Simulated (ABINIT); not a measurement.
RbBr:

```
Rb Br
1.0
     0.00000    3.42700    3.42700
     3.42700    0.00000    3.42700
     3.42700    3.42700    0.00000
Rb Br
1 1
Direct
  0.00000 0.00000 0.00000
  0.50000 0.50000 0.50000
```

Base run:

* Program: ABINIT 10.8.3 (patched build)
* Functional: r2SCAN
* Potentials or basis: Ansatz PAW PBE default generated set, frozen core
* Cutoff: 490 eV
* k mesh: 7 × 7 × 7
* Occupations: fermi-dirac, width 0.05 eV
* Spin: no spin polarisation

Its results: band gap on the k mesh 4.97 eV, direct; pressure 0.4 GPa.

Problem. The run is repeated on the same cell with these changes: potentials or basis from Ansatz PAW PBE default generated set, frozen core to PseudoDojo NC SR PBE v0.4.1 standard; cutoff from 490 eV to 762 eV. What comes out?

Solution. Band gap on the k mesh 4.91 eV, direct; pressure 0.3 GPa.

Caveats: an odd mesh through Γ misses points on the zone boundary, where band edges often lie; the PAW data sets were made with another functional, which shifts forces and pressure a little (some runs); a meta-GGA on potentials with a model core is unreliable (some runs); the potentials were made for another functional, which shifts forces and pressure (some runs).
